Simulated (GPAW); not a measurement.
Bi:

```
Bi
1.0
     3.23838    0.00000    0.00000
     0.00000    3.22164    0.00000
    -0.08045    0.00000    6.44389
Bi
2
Cartesian
  1.7022 0.0000 4.8302
  1.4558 0.0000 1.6137
```

This isn't the form of Bi at room conditions, which is rhombohedral.

```yaml
Program: GPAW 26.7.0
Task: single point
Functional: PBEsol
Potentials_or_basis: PAW data sets generated in the run's folder for this functional
Cutoff: 600 eV
Basis: pw
k_mesh: 8 × 8 × 4
Occupations: fermi-dirac, width 0.05 eV
Spin: no spin polarisation
```

On this cell: pressure -0.6 GPa; largest force 0.013 eV/Å; band gap on the k mesh none (metal or under the smearing width).

The same run follows on a disturbed copy (atoms moved at random, drawn with an rms of 0.05 Å):

```
Bi
1.0
     3.23838    0.00000    0.00000
     0.00000    3.22164    0.00000
    -0.08045    0.00000    6.44389
Bi
2
Direct
  0.55534 0.00070 0.75028
  0.45838 0.01271 0.24141
```

**Question.** What does the disturbed cell give?

**Answer.** The energy (extrapolated to zero smearing) moves by +0.2 meV/atom; pressure -0.5 GPa; largest force 0.046 eV/Å; band gap on the k mesh none (metal or under the smearing width).

Forces on the atoms (eV/Å):
```
Bi  -0.007  0.001 -0.045
Bi   0.007 -0.001  0.046
```

Stress tensor (GPa, compression positive):
```
-0.64  0.01  0.04
 0.01  0.04 -0.01
 0.04 -0.01 -0.96
```

Caveats: spin-orbit coupling is left out, which moves the levels of the heavy elements.
